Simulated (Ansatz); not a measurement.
Tubes are rolled from the relaxed Ge monolayer (P-3m1, bond 2.43 Å, gap on the mesh 0.00 eV); atoms and period are relaxed, and energies count from the flat sheet.

Level of theory: DFT PBE, scalar-relativistic, plane waves, PAW (Ansatz 0.2.0).

Cutoff 420 eV, Gaussian smearing of 0.05 eV, energies at zero smearing, symmetry of each start kept, no spin polarisation.

| start | atoms | k mesh | excess energy (meV/atom) | period (Å) | mean diameter (Å) | gap on the mesh (eV) | highest filled level or Fermi level under vacuum (eV) |
| --- | --- | --- | --- | --- | --- | --- | --- |
| (6,0) | 24 | 1×1×11 | 40.0 | 7.063 | 7.63 | 0.18 | - |
| (4,4) | 16 | 1×1×19 | 28.6 | 4.029 | 9.04 | 0.49 | 4.74 |

A dash: not computed, or not clear enough to read.

The gap is read on a mesh, which can miss the band edges, so it can be too wide.

Gaps under about 0.2 eV rest on few k points and may close between them.

Cost: 2 runs of about 53 core-minutes in all, on Intel Xeon Platinum 8375C (Ice Lake) (shared hosts).